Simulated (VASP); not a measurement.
# GaN (P6_3mc) in VASP: a series of runs

One crystal, GaN, is run at these levels: HSE06, PBE; tasks: single point.

Everything below comes from runs of VASP 6.6.1. Logs are shortened: lines on timing, memory, paths and dates and some standing lists are left out, and cuts for length are marked.

**The experiment to reproduce.**

“Studying electronic properties in GaN without electrical contacts using γ-γ vs e−-γ Perturbed Angular Correlations”, 2019, pmc:6823545 quotes, for a bulk crystal of GaN: band gap 3.503 ± 0.005 eV (direct).

The results are compared with them further down.

### 1 The crystal as given

The structure is hexagonal, space group P6_3mc (No. 186). The conventional cell has a = 3.190 Å, b = 3.190 Å, c = 5.189 Å, α = 90.00°, β = 90.00°, γ = 120.00°. Ga (site symmetry 3m) has 4 N at 1.95 Å as nearest neighbours. Around N (site symmetry 3m) lie 4 Ga at 1.95 Å.

### 2 Single point, HSE06

The input, POSCAR:

```
GaN
1.0
    3.1900000000      0.0000000000      0.0000000000
   -1.5950000000      2.7626210381      0.0000000000
    0.0000000000      0.0000000000      5.1890000000
Ga N
2 2
Direct
    0.6666666667      0.3333333333      0.0000000000
    0.3333333333      0.6666666667      0.5000000000
    0.6666666667      0.3333333333      0.3750000000
    0.3333333333      0.6666666667      0.8750000000
```

The input, INCAR.step1:

```
SYSTEM = GaN
PREC = Accurate
ENCUT = 520
EDIFF = 1E-5
ISMEAR = -1
SIGMA = 0.05
LREAL = .FALSE.
LASPH = .TRUE.
NELM = 100
ALGO = Normal
ISIF = 2
LWAVE = .TRUE.
GGA = PE
```

The input, INCAR.step2:

```
SYSTEM = GaN
PREC = Accurate
ENCUT = 520
EDIFF = 1E-6
ISMEAR = -1
SIGMA = 0.05
LREAL = .FALSE.
LASPH = .TRUE.
NELM = 100
ALGO = Normal
ISIF = 2
LWAVE = .FALSE.
LCHARG = .TRUE.
GGA = PE
LHFCALC = .TRUE.
HFSCREEN = 0.2
PRECFOCK = Fast
LELF = .TRUE.
LVHAR = .TRUE.
ISTART = 1
```

The input, KPOINTS:

```
Automatic mesh
0
G
  6 6 4
  0 0 0
```

Potentials or basis: VASP PAW PBE potentials, release 64 (Ga_d, N).

Started as:

```bash
$ cat potpaw_PBE.64/Ga_d/POTCAR potpaw_PBE.64/N/POTCAR > POTCAR
$ cp INCAR.step1 INCAR
$ mpirun -np 1 vasp_std > vasp.out
$ cp INCAR.step2 INCAR
$ mpirun -np 1 vasp_std > vasp.out
```

OUTCAR:

```text
SYSTEM = GaN
   PREC = Accurate
   ENCUT = 520
   EDIFF = 1E-6
   ISMEAR = -1
   LREAL = .FALSE.
   LASPH = .TRUE.
   NELM = 100
   ISIF = 2
   GGA = PE
   LHFCALC = .TRUE.
   HFSCREEN = 0.2
   PRECFOCK = Fast
   ISTART = 1

 ion  position               nearest neighbor table
   1  0.667  0.333  0.000-   3 1.95   4 1.95   4 1.95   4 1.95
   2  0.333  0.667  0.500-   4 1.95   3 1.95   3 1.95   3 1.95
   3  0.667  0.333  0.375-   1 1.95   2 1.95   2 1.95   2 1.95
   4  0.333  0.667  0.875-   2 1.95   1 1.95   1 1.95   1 1.95

  LATTYP: Found a hexagonal cell.
 ALAT       =     3.1900000000
 C/A-ratio  =     1.6266457680

  Lattice vectors:

 A1 = (   3.1900000000,   0.0000000000,   0.0000000000)
 A2 = (  -1.5950000000,   2.7626210381,   0.0000000000)
 A3 = (   0.0000000000,   0.0000000000,   5.1890000000)

Analysis of symmetry for initial positions (statically):
=====================================================================
 Subroutine PRICEL returns:
 Original cell was already a primitive cell.

 Routine SETGRP: Setting up the symmetry group for a
 hexagonal supercell.

 Subroutine GETGRP returns: Found 12 space group operations
 (whereof  6 operations were pure point group operations)
 out of a pool of 24 trial point group operations.

The static configuration has the point symmetry C_3v.
 The point group associated with its full space group is C_6v.

Analysis of symmetry for dynamics (positions and initial velocities):
=====================================================================
 Subroutine PRICEL returns:
 Original cell was already a primitive cell.

 Routine SETGRP: Setting up the symmetry group for a
 hexagonal supercell.

 Subroutine GETGRP returns: Found 12 space group operations
 (whereof  6 operations were pure point group operations)
 out of a pool of 24 trial point group operations.

The dynamic configuration has the point symmetry C_3v.
 The point group associated with its full space group is C_6v.

 Subroutine INISYM returns: Found 12 space group operations
 (whereof  6 operations are pure point group operations),
 and found     1 'primitive' translations

----------------------------------------------------------------------------------------

                                     Primitive cell

  volume of cell :      45.7294

  direct lattice vectors                    reciprocal lattice vectors
     3.190000000  0.000000000  0.000000000     0.313479624  0.180987545  0.000000000
    -1.595000000  2.762621038  0.000000000     0.000000000  0.361975090  0.000000000
     0.000000000  0.000000000  5.189000000     0.000000000  0.000000000  0.192715359

  length of vectors
     3.190000000  3.190000000  5.189000000     0.361975090  0.361975090  0.192715359

  position of ions in fractional coordinates (direct lattice)
     0.666666667  0.333333333  0.000000000
     0.333333333  0.666666667  0.500000000
     0.666666667  0.333333333  0.375000000
     0.333333333  0.666666667  0.875000000

  ion indices of the primitive-cell ions
   primitive index   ion index
                 1           1
                 2           2
                 3           3
                 4           4

----------------------------------------------------------------------------------------

 KPOINTS: Automatic mesh

Automatic generation of k-mesh.
 Grid dimensions read from file:
 generate k-points for:    6    6    4

 Generating k-lattice:

  Cartesian coordinates                     Fractional coordinates (reciprocal lattice)
     0.052246604  0.030164591  0.000000000     0.166666667  0.000000000  0.000000000
     0.000000000  0.060329182  0.000000000     0.000000000  0.166666667  0.000000000
     0.000000000  0.000000000  0.048178840     0.000000000  0.000000000  0.250000000

  Length of vectors
     0.060329182  0.060329182  0.048178840

  Shift w.r.t. Gamma in fractional coordinates (k-lattice)
     0.000000000  0.000000000  0.000000000

 Subroutine IBZKPT returns following result:
 ===========================================

 Found     21 irreducible k-points:

 Following reciprocal coordinates:
            Coordinates               Weight
  0.000000  0.000000  0.000000      1.000000
  0.166667 -0.000000  0.000000      6.000000
  0.333333 -0.000000  0.000000      6.000000
  0.500000 -0.000000  0.000000      3.000000
  0.166667  0.166667  0.000000      6.000000
  0.333333  0.166667  0.000000     12.000000
[... 13 lines left out ...]
  0.333333  0.166667  0.500000     12.000000
  0.333333  0.333333  0.500000      2.000000
   k-points           NKPTS =     21   k-points in BZ     NKDIM =    144   number of bands    NBANDS=     22
   number of dos      NEDOS =    301   number of ions     NIONS =      4
   total plane-waves  NPLWV =  23040
   dimension x,y,z NGX =    24 NGY =   24 NGZ =   40
   dimension x,y,z NGXF=    48 NGYF=   48 NGZF=   80
   ions per type =               2   2
   NGX,Y,Z   is equivalent  to a cutoff of  12.51, 12.51, 12.82 a.u.
   NGXF,Y,Z  is equivalent  to a cutoff of  25.02, 25.02, 25.63 a.u.
 SYSTEM =  GaN
   PREC   = accura    normal or accurate (medium, high low for compatibility)
   ISTART =      1    job   : 0-new  1-cont  2-samecut
   ICHARG =      0    charge: 1-file 2-atom 10-const
   ISPIN  =      1    spin polarized calculation?
   LNONCOLLINEAR =      F non collinear calculations
   LSORBIT =      F    spin-orbit coupling
   LASPH  =      T    aspherical Exc in radial PAW
   ENCUT  =  520.0 eV  38.22 Ry    6.18 a.u.   5.93  5.93  9.65*2*pi/ulx,y,z
   NELM   =    100;   NELMIN=  2; NELMDL=  0     # of ELM steps
   EDIFF  = 0.1E-05   stopping-criterion for ELM
   LREAL  =      F    real-space projection
   EDIFFG = 0.1E-04   stopping-criterion for IOM
   NSW    =      0    number of steps for IOM
   IBRION =     -1    ionic relax: 0-MD 1-quasi-New 2-CG
   NFREE  =      0    steps in history (QN), initial steepest desc. (CG)
   ISIF   =      2    stress and relaxation
   ISYM   =      3    0-nonsym 1-usesym 2-fastsym
   POTIM  = 0.5000    time-step for ionic-motion
   TEBEG  =    0.0;   TEEND  =   0.0 temperature during run
   PSTRESS=    0.0 pullay stress
   NELECT =      36.0000    total number of electrons
   NUPDOWN=      -1.0000    fix difference up-down
   EMIN   =  10.00;   EMAX   =-10.00  energy-range for DOS
   EFERMI =   0.00;   METHOD = LEGACY
   ISMEAR =    -1;   SIGMA  =   0.05  broadening in eV -4-tet -1-fermi 0-gaus
   EFERMI_NEDOS =   21; number of points for ismear=-14 and -15
   IALGO  =     38    algorithm
   IMIX   =      1    mixing-type and parameters
     AMIX     =   0.40;   BMIX     =  1.00
     AMIX_MAG =   1.60;   BMIX_MAG =  1.00
  volume/ion in A,a.u.               =      11.43        77.15
  Fermi-wavevector in a.u.,A,eV,Ry     =   1.511624  2.856555 31.089409  2.285007
  Thomas-Fermi vector in A             =   2.621656
   LORBIT       =      0    0 simple, 1 ext, 2 COOP (PROOUT), +10 PAW based schemes
   GGA     = PE    functional components
   LHFCALC =     T    Hartree Fock is set to
   PRECFOCK=fast      Normal, Fast or Accurate (Low or Medium for compatibility)
   ENCUT4O =  -1.0   cutoff for four orbital integrals eV
   NKREDX  =     1    reduce k-point grid by
   NKREDY  =     1    reduce k-point grid by
   NKREDZ  =     1    reduce k-point grid by
   AEXX    =    0.2500 exact exchange contribution
   HFSCREEN=    0.2000 screening length (either q_TF or 0.3 A-1)
   HFSCREENC=   0.2000 screening length for correlation (either q_TF or 0.3 A-1)
   ENCUTFOCK=  -1.0 apply spherical cutoff to Coloumb kernel
   IVDW    =     0    specifies the selected vdW correction
   LEPSILON=     F    determine dielectric tensor
   LRPA    =     F    only Hartree local field effects (RPA)
 non-spin polarized calculation
  energy-cutoff  :      520.00
  volume of cell :       45.73
 maximum number of plane-waves:      1260
 NGX is ok and might be reduce to    24
  NGX = 14; NGY = 14; NGZ = 24

 number of electron      35.9999982 magnetization

 Free energy of the ion-electron system (eV)
  ---------------------------------------------------
  ext. energy  EPLUGINS =         0.00000000
  ---------------------------------------------------
  free energy    TOTEN  =       -29.58067103 eV

  energy without entropy =      -29.58067103  energy(sigma->0) =      -29.58067103

 E-fermi :   5.5046     XC(G=0):  -9.5463

 val. band max:        4.4842632782   @ k =   0.0000   0.0000   0.0000
 cond. band min:       7.6676211746   @ k =   0.0000   0.0000   0.0000
 fundamental gap:      3.1833578964
 Fermi energy:         5.5045831099

 k-point     1 :       0.0000    0.0000    0.0000
  band No.  band energies     occupation
      1     -13.0091      2.00000
      2     -12.3876      2.00000
      3     -11.1024      2.00000
      4     -11.0819      2.00000
      5     -11.0819      2.00000
      6     -11.0213      2.00000
[... 14 lines left out ...]
     21      15.4554      0.00000
     22      15.9486      0.00000

 k-point     2 :       0.1667   -0.0000    0.0000
  band No.  band energies     occupation
      1     -12.7866      2.00000
      2     -12.3516      2.00000
      3     -11.0699      2.00000
      4     -11.0496      2.00000
      5     -10.9962      2.00000
      6     -10.9744      2.00000
[... 14 lines left out ...]
     21      14.1913      0.00000
     22      14.9822      0.00000

 k-point     3 :       0.3333   -0.0000    0.0000
  band No.  band energies     occupation
      1     -12.4710      2.00000
      2     -12.3106      2.00000
      3     -11.0290      2.00000
      4     -11.0132      2.00000
      5     -10.9288      2.00000
      6     -10.8836      2.00000
[... 14 lines left out ...]
     21      12.5967      0.00000
     22      14.6471      0.00000
[... 401 lines left out ...]
 k-point    20 :       0.3333    0.1667    0.5000
  band No.  band energies     occupation
      1     -12.2895      2.00000
      2     -12.2895      2.00000
      3     -10.9950      2.00000
      4     -10.9950      2.00000
      5     -10.9390      2.00000
      6     -10.9390      2.00000
[... 14 lines left out ...]
     21      14.2075      0.00000
     22      14.2075      0.00000

 k-point    21 :       0.3333    0.3333    0.5000
  band No.  band energies     occupation
      1     -12.2724      2.00000
      2     -12.2724      2.00000
      3     -10.9636      2.00000
      4     -10.9636      2.00000
      5     -10.9504      2.00000
      6     -10.9504      2.00000
[... 14 lines left out ...]
     21      13.1906      0.00000
     22      13.1906      0.00000

------------------------ aborting loop because EDIFF is reached ----------------------------------------

  FORCE on cell =-STRESS in cart. coord.  units (eV):
  Direction    XX          YY          ZZ          XY          YZ          ZX
  --------------------------------------------------------------------------------------
  -------------------------------------------------------------------------------------
  Total       -0.4348812     -0.4348812     -0.1314563      0.0000000      0.0000000      0.0000000
  in kB      -15.2365101    -15.2365101     -4.6057060      0.0000000      0.0000000      0.0000000
  external PRESSURE =     -11.6929087 kB  Pullay stress =       0.0000000 kB

 VOLUME and BASIS-vectors are now :
 -----------------------------------------------------------------------------
  energy-cutoff  :      520.00
  volume of cell :       45.73
      direct lattice vectors                 reciprocal lattice vectors
     3.190000000  0.000000000  0.000000000     0.313479624  0.180987545  0.000000000
    -1.595000000  2.762621038  0.000000000     0.000000000  0.361975090  0.000000000
     0.000000000  0.000000000  5.189000000     0.000000000  0.000000000  0.192715359

 POSITION                                       TOTAL-FORCE (eV/Angst)
 -----------------------------------------------------------------------------------
      1.59500      0.92087      0.00000         0.000000      0.000000     -0.137021
     -0.00000      1.84175      2.59450        -0.000000     -0.000000     -0.137021
      1.59500      0.92087      1.94588        -0.000000     -0.000000      0.137021
     -0.00000      1.84175      4.54038         0.000000     -0.000000      0.137021
 -----------------------------------------------------------------------------------
    total drift:                                0.000006      0.000001     -0.000134

  FREE ENERGIE OF THE ION-ELECTRON SYSTEM (eV)
  ---------------------------------------------------
  free  energy   TOTEN  =       -29.5806710322 eV

  energy  without entropy=      -29.5806710322  energy(sigma->0) =      -29.58067103
```

It took 44 min on 1 thread of Intel Xeon Platinum 8488C (Sapphire Rapids), shared host; peak memory 0.28 GiB.

What came out:

```yaml
Free_energy: -29.5807 eV
Pressure: -1.2 GPa
Largest_force: 0.137 eV/Å
Band_gap_on_the_k_mesh: 3.18 eV, direct
```

Forces in eV/Å, atoms in the order of the input:
```
Ga   0.000  0.000 -0.137
Ga   0.000  0.000 -0.137
N    0.000  0.000  0.137
N    0.000  0.000  0.137
```

Stress tensor (GPa, compression positive):
```
-1.52  0.00  0.00
 0.00 -1.52  0.00
 0.00  0.00 -0.46
```

Caveat: the PAW data sets were made with another functional, which shifts forces and pressure a little; the cell's inner coordinates are idealised or old, which leaves forces on the atoms.

### 3 Single point, PBE

The input, INCAR:

```
ALGO     = Normal         # electronic algorithm
EDIFF    = 1E-7           # SCF threshold, eV
ENCUT    = 520            # plane-wave cutoff, eV
GGA      = PE             # functional
ISIF     = 2              # what is computed and relaxed
ISMEAR   = -1             # smearing method
LASPH    = T              # aspherical terms in the spheres
LCHARG   = F              # write CHGCAR
LREAL    = F              # projectors in reciprocal space
LWAVE    = F              # write WAVECAR
NBANDS   = 26             # bands
NELM     = 80             # most SCF steps
PREC     = Accurate       # precision mode
SIGMA    = 0.05           # smearing width, eV
```

The input, KPOINTS:

```
k-points
0
Gamma
  8 8 5
```

POSCAR is that of step 2.

Potentials or basis: VASP PAW PBE potentials, release 64 (Ga_d, N).

Started as:

```bash
$ cat potpaw_PBE.64/Ga_d/POTCAR potpaw_PBE.64/N/POTCAR > POTCAR
$ mpirun -np 1 vasp_std > vasp.out
```

OUTCAR:

```text
EDIFF = 1E-7
   ENCUT = 520
   GGA = PE
   ISIF = 2
   ISMEAR = -1
   LASPH = T
   LREAL = F
   NELM = 80
   PREC = Accurate

 ion  position               nearest neighbor table
   1  0.667  0.333  0.000-   3 1.95   4 1.95   4 1.95   4 1.95
   2  0.333  0.667  0.500-   4 1.95   3 1.95   3 1.95   3 1.95
   3  0.667  0.333  0.375-   1 1.95   2 1.95   2 1.95   2 1.95
   4  0.333  0.667  0.875-   2 1.95   1 1.95   1 1.95   1 1.95

  LATTYP: Found a hexagonal cell.
[... 897 lines left out ...]
  FORCE on cell =-STRESS in cart. coord.  units (eV):
  Direction    XX          YY          ZZ          XY          YZ          ZX
  --------------------------------------------------------------------------------------
  -------------------------------------------------------------------------------------
  Total        1.3356596      1.3356596      1.7825004      0.0000000      0.0000000      0.0000000
  in kB       46.7962133     46.7962133     62.4517394      0.0000000      0.0000000      0.0000000
  external PRESSURE =      52.0147220 kB  Pullay stress =       0.0000000 kB

 VOLUME and BASIS-vectors are now :
 -----------------------------------------------------------------------------
  energy-cutoff  :      520.00
  volume of cell :       45.73
      direct lattice vectors                 reciprocal lattice vectors
     3.190000000  0.000000000  0.000000000     0.313479624  0.180987545  0.000000000
    -1.595000000  2.762621038  0.000000000     0.000000000  0.361975090  0.000000000
     0.000000000  0.000000000  5.189000000     0.000000000  0.000000000  0.192715359

 POSITION                                       TOTAL-FORCE (eV/Angst)
 -----------------------------------------------------------------------------------
      1.59500      0.92087      0.00000         0.000000      0.000000     -0.117730
     -0.00000      1.84175      2.59450         0.000000      0.000000     -0.117730
      1.59500      0.92087      1.94588        -0.000000      0.000000      0.117730
     -0.00000      1.84175      4.54038         0.000000     -0.000000      0.117730
 -----------------------------------------------------------------------------------
    total drift:                               -0.000001     -0.000001     -0.000647

  FREE ENERGIE OF THE ION-ELECTRON SYSTEM (eV)
  ---------------------------------------------------
  free  energy   TOTEN  =       -24.3044114544 eV

  energy  without entropy=      -24.3044114542  energy(sigma->0) =      -24.30441145
```

Wall time 15 s (1 thread of Intel Xeon 6975P-C (Granite Rapids), shared host); peak memory 0.17 GiB.

Results:

```
Free energy            : -24.3044 eV
Pressure               : 5.2 GPa
Largest force          : 0.118 eV/Å
Band gap on the k mesh : 1.90 eV, direct
```

Forces on the atoms (eV/Å):
```
Ga   0.000  0.000 -0.118
Ga   0.000  0.000 -0.118
N    0.000  0.000  0.118
N    0.000  0.000  0.118
```

Levels at points of the mesh, in eV from the valence-band top:
| k point | band 15 | band 16 | band 17 | band 18 | band 19 | band 20 | band 21 | band 22 |
| --- | --- | --- | --- | --- | --- | --- | --- | --- |
| (0.00, 0.00, 0.00) | -1.04 | -0.06 | 0.00 | 0.00 | 1.90 | 4.24 | 9.18 | 9.87 |
| (0.50, 0.00, 0.00) | -4.23 | -2.74 | -2.23 | -0.98 | 5.05 | 5.55 | 6.04 | 8.57 |

Caveat: the cell's inner coordinates are idealised or old, which leaves forces on the atoms.

### 4 Against experiment

Step 2. A measured gap of GaN is 3.503 eV (direct; quoted in “Studying electronic properties in GaN without electrical contacts using γ-γ vs e−-γ Perturbed Angular Correlations”, 2019, pmc:6823545); the calculated 3.18 eV misses it by -0.32 eV. Spin-orbit coupling on Ga is left out. The value is that of HSE06, without temperature or zero-point motion.

Step 3. Measured gap of GaN: 3.503 eV (direct; quoted in “Studying electronic properties in GaN without electrical contacts using γ-γ vs e−-γ Perturbed Angular Correlations”, 2019, pmc:6823545). This calculation gives 1.90 eV (-1.61 eV). Spin-orbit coupling on Ga is left out. The value is that of PBE, without temperature or zero-point motion. Semilocal functionals fall short of measured gaps as a rule.
